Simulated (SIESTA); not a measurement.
## GaSb under changes of volume

One of the cells (24.084 Å³/atom); the others are scaled copies at fixed shape and fractional positions:

```xyz
2
Lattice="-1.5559 2.6750 2.8933 1.5559 -2.6750 2.8933 1.5559 2.6750 -2.8933" Properties=species:S:1:pos:R:3 pbc="T T T"
Sb    0.0000    0.0000    2.8933
Ga    0.0000    0.0000    0.0000
```

Measurements of this composition are mostly on another form, of space group No. 216.

- Program: SIESTA 5.4.2
- Functional: LDA
- Potentials or basis: PseudoDojo 0.4 standard (LDA files)
- Basis: DZP (energy shift 0.003 Ry; two zetas on semicore shells)
- Grid cutoff: 800 Ry
- Energy shift: 0.003 Ry
- k mesh: 10 × 10 × 10
- Occupations: fermi-dirac, width 0.05 eV
- Spin: no spin polarisation

```csv
volume (Å³/atom),energy over the lowest point (meV/atom),pressure (GPa)
22.639,0.00,-0.4
23.121,3.18,-1.7
23.602,9.92,-2.8
24.084,19.76,-3.7
24.566,32.30,-4.6
25.048,47.22,-5.3
25.529,?,?
```

Question: What does the run at 25.529 Å³/atom give?

Answer: Energy over the lowest point 64.18 meV/atom; pressure -5.9 GPa.

Worked out: A Birch-Murnaghan fit of order 3 (a polynomial in V^(-2/3)) to the other rows has its minimum at 22.49 Å³/atom, just outside them, with B0 = V·E''(V) = 66 GPa and B' = 5.3 at fixed shape and positions, which overstates the stiffness. It gives 64.14 meV/atom at 25.529 Å³/atom, against the run's 64.18, and -dE/dV = -5.9 GPa, against -5.9.

Energies are extrapolated to zero smearing.

Caveats: the basis of atomic orbitals isn't converged, which shifts pressures, moduli and gaps.
